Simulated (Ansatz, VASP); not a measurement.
**Si: VASP and Ansatz over several settings**

```
CELL_PARAMETERS angstrom
0.00000 2.72185 2.72185
2.72185 0.00000 2.72185
2.72185 2.72185 0.00000
ATOMIC_POSITIONS crystal
Si 0.50000 0.50000 0.50000
Si 0.75000 0.75000 0.75000
```

Single points on this cell with VASP 6.6.1 and Ansatz 0.2.0. Each row is one pair of runs. Alike in all rows: spin: off; k mesh: 8 × 8 × 8; VASP's potentials, cutoff: VASP PAW PBE potentials, release 64 (Si), 520 eV.

```csv
level,smearing,"Ansatz's potentials, cutoff","gap on the k mesh at the Fermi level (eV), VASP","gap on the k mesh at the Fermi level (eV), Ansatz","least direct gap on the mesh (eV), VASP","least direct gap on the mesh (eV), Ansatz","pressure (GPa), VASP","pressure (GPa), Ansatz"
PBE,"fermi-dirac, width 0.05 eV","Ansatz PAW, 420 eV",0.63,0.63,2.56,2.56,1.3,1.3
PBE,"fermi-dirac, width 0.05 eV","PseudoDojo standard (PBE files), 490 eV",0.63,0.62,2.56,2.55,1.3,1.3
PBE,"fermi-dirac, width 0.05 eV","JTH PAW, 390 eV",0.63,0.64,2.56,2.57,1.3,1.2
PBE,"fermi-dirac, width 0.05 eV","Ansatz NC, 490 eV",0.63,0.62,2.56,2.55,1.3,1.3
PBE,"gaussian, width 0.012 eV","Ansatz PAW, 420 eV",0.63,0.63,2.56,2.56,1.3,1.3
PBE,"gaussian, width 0.013 eV","Ansatz PAW, 420 eV",0.63,0.63,2.56,2.56,1.3,1.3
PBE,"gaussian, width 0.015 eV","Ansatz PAW, 420 eV",0.63,0.63,2.56,2.56,1.3,1.3
PBEsol,"gaussian, width 0.1 eV","Ansatz PAW, 420 eV",0.51,0.52,2.51,2.52,-0.4,-0.5
```

Gap on the k mesh at the fermi level (eV): the two programs differ by at most 0.009; least direct gap on the mesh (eV): the two programs differ by at most 0.011; pressure (GPa): the two programs differ by at most 0.11.

Caveats: the PAW data sets were made with another functional, which shifts forces and pressure a little (VASP); the PAW data sets come from PBE, with cores solved anew for the run's functional, which leaves a small shift of forces and pressure (Ansatz).
